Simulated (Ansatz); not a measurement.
Runs of Ansatz 0.2.0 on W. Symmetry: Fm-3m, No. 225, cubic system. Conventional cell: a = 4.060 Å, b = 4.060 Å, c = 4.060 Å, α = 90.00°, β = 90.00°, γ = 90.00°. W (site symmetry m-3m) is surrounded by 12 W at 2.87 Å. This isn't the form of W at room conditions, which is bcc.

| task | spin | cell | target pressure (GPa) | points for each segment of the path | gap on the mesh (eV) | pressure (GPa) |
| --- | --- | --- | --- | --- | --- | --- |
| relaxation of cell and atoms | off | relaxed to 20 GPa | 20 | - | none | 20.0 |
| relaxation of cell and atoms | off | relaxed to 2 GPa | 2 | - | none | 2.0 |
| relaxation of cell and atoms | off | relaxed | 0 | - | none | 0.0 |
| relaxation of cell and atoms | off | relaxed to 5 GPa | 5 | - | none | 5.0 |
| band structure | SOC, no magnetisation | as given | - | 14 | none | (a) |
| relaxation of cell and atoms | off | relaxed to 30 GPa | 30 | - | none | 30.0 |
| relaxation of cell and atoms | off | relaxed to 10 GPa | 10 | - | none | 10.0 |
| band structure | off | as given | - | 14 | none | -12.7 |

Alike in all rows: level PBEsol; potentials or basis Ansatz PAW; k mesh 11 × 11 × 11; cutoff (eV) 420; smearing fermi-dirac 0.05 eV.

**Question.** Fill in the values left out.

**Answer.** (a) -12.2.

Caveats: the PAW data sets come from PBE, with cores solved anew for the run's functional, which leaves a small shift of forces and pressure; the plane-wave basis is chosen anew once the cell has moved, so the energies of steps on either side of that aren't comparable (some runs); spin-orbit coupling is left out, which moves the levels of the heavy elements (some runs).

A k mesh can miss the band edges, and rows without SOC leave out spin-orbit coupling on W.

A gap of «none» marks a metal or a gap under the smearing width.
